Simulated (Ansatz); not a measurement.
**CoO in Ansatz: the effect of functional**

CoO:

```
Co O
1.0
     1.50547    0.86918    2.43993
    -1.50547    0.86918    2.43993
     0.00000   -1.73837    2.43993
Co O
1 1
Direct
  0.00000 0.00000 0.00000
  0.50000 0.50000 0.50000
```

The cell is a database's computed one.

Alike in all runs:

| Property | Result |
| --- | --- |
| Program | Ansatz 0.2.0 |
| Task | band structure |
| Potentials or basis | all-electron LAPW, scalar-relativistic |
| Basis error allowed | 0.001 eV/atom |
| k mesh | 11 × 11 × 11 |
| Occupations | fermi-dirac, width 0.05 eV |
| Spin | collinear spin, ferromagnetic start |
| Starting moments | [2.0, 0.0] μB |

Question: One run gave: pressure -17.9 GPa; moment 2.85 μB. Which functional did it use?
A. LDA
B. PBE
C. PBEsol

Answer: A.

```tsv
functional	cutoff	pressure (GPa)	moment (μB)
PBE	363 eV (chosen from the basis error)	-0.1	2.90
LDA	362 eV (chosen from the basis error)	-17.9	2.85
PBEsol	362 eV (chosen from the basis error)	-9.2	2.94
```

Caveats: a cell with one magnetic atom can't hold antiferromagnetic order, which such compounds often take.
